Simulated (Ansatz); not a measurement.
# KBr: the cost of one run

Program: Ansatz 0.2.0. Level of theory: reference: DFT, HSE06, plane waves, PAW. These are calculated values, not measurements.

1 further run of the same task is left out (it didn't finish).

### 1 The system as given

It takes space group F-43m (No. 216, cubic). The conventional cell has a = 7.377 Å, b = 7.377 Å, c = 7.377 Å, α = 90.00°, β = 90.00°, γ = 90.00°. K (site symmetry -43m) is surrounded by 4 Br at 3.19 Å. Br (site symmetry -43m) has 4 K at 3.19 Å as nearest neighbours.

Structure file:

```
CELL_PARAMETERS angstrom
0.00000 3.68830 3.68830
3.68830 0.00000 3.68830
3.68830 3.68830 0.00000
ATOMIC_POSITIONS crystal
K 0.00000 0.00000 0.00000
Br 0.25000 0.25000 0.25000
```

### 2 Reference

The input, input.yaml:

```yaml
crystal:
  lattice:
    - [0.0, 3.6882992926, 3.6882992926]
    - [3.6882992926, 0.0, 3.6882992926]
    - [3.6882992926, 3.6882992926, 0.0]
  atoms:
    - { symbol: K, position: [0.0, 0.0, 0.0] }
    - { symbol: Br, position: [0.25, 0.25, 0.25] }
kpoints:
  mp_grid: { grid: [4, 4, 4] }
hamiltonian:
  xc: hse06
scf:
  occupations: { method: fixed }
  n_extra_bands: 4
output:
  forces: true
  stress: true
  eigenvalues: true
  write_density: true
  write_potential: true
  elf: true
  volumetric_format: npy
```

Command:

```sh
$ ansatz run input.yaml --threads 4 --pin off --max-ram 3686MiB --backend cpu --events-out ev --progress --plain --runs-dir out
```

What time and memory should one allow on 4 threads of Arm Neoverse N1, shared host?

About 13 s, with a peak of 0.96 GiB.
